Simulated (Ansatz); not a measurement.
# Mo: the cost of one run

Method: DFT PBE, scalar-relativistic, plane waves, PAW, in Ansatz 0.2.0.

### 1 Starting point

It takes space group Im-3m (No. 229, cubic). The conventional cell has a = 3.168 Å, b = 3.168 Å, c = 3.168 Å, α = 90.00°, β = 90.00°, γ = 90.00°. Mo (site symmetry m-3m) is surrounded by 8 Mo at 2.74 Å.

Structure file:

```
Mo
1.0
    -1.58381    1.58381    1.58381
     1.58381   -1.58381    1.58381
     1.58381    1.58381   -1.58381
Mo
1
Cartesian
  0.0000 0.0000 0.0000
```

Source of the structure: the Materials Project (structure only).

(A quick probe on a coarse mesh, which set the mesh and smearing, is not shown.)

### 3 Relaxing cell and atoms

The input, input.yaml:

```yaml
crystal:
  lattice:
    - [-1.5838089719, 1.5838089719, 1.5838089719]
    - [1.5838089719, -1.5838089719, 1.5838089719]
    - [1.5838089719, 1.5838089719, -1.5838089719]
  atoms:
    - { symbol: Mo, position: [0.0, 0.0, 0.0] }
basis:
  ecutwfc: 420
kpoints:
  mp_grid: { grid: [18, 18, 18] }
hamiltonian:
  xc: pbe
scf:
  occupations: { method: gaussian, width: 0.1 }
output:
  forces: true
  stress: true
  eigenvalues: true
relax:
  adjacent_minimum: "off"
  f_tol: 0.005
  max_steps: 80
  cell: { stress_tol: 0.05 }
```

Q: Estimate wall time and peak memory on 1 thread of an Arm CPU, shared host.

About 14 s, with a peak of 0.31 GiB.
